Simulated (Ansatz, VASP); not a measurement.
**Au: VASP beside Ansatz**

```
CELL_PARAMETERS angstrom
3.33640 0.00000 0.00000
0.00000 3.33640 0.00000
0.00000 0.00000 3.23528
ATOMIC_POSITIONS crystal
Au 0.00000 0.00000 0.00000
Au 0.50000 0.50000 0.50000
```

Change from the starting cell: uniaxial strain along c, a, b and atoms relaxed: -2.0 %.

Alike in both runs: functional PBE; k mesh 12 × 12 × 12; occupations gaussian, width 0.1 eV; no spin polarisation.

Ansatz relaxed the structure, and its values are those at the end. VASP's run is a single point on that final structure, the one shown.

```csv
,VASP,Ansatz
version,VASP 6.6.1,Ansatz 0.2.0
potentials or method,"VASP PAW PBE potentials, release 64 (Au)","scalar-relativistic, plane waves, PAW"
plane-wave cutoff (eV),520,420
valence electrons in the cell,22,38
```

Ansatz gave:

* gap on the k mesh at the Fermi level (eV): none
* pressure (GPa): 0.1

Q: Estimate VASP's values.

A: gap on the k mesh at the Fermi level (eV): none; pressure (GPa): 0.0.

A gap of «none» marks a metal or a gap that the smearing closes. The two sets of potentials don't hold the same shells in valence.

Spin-orbit coupling is left out, which matters for the levels of Au.
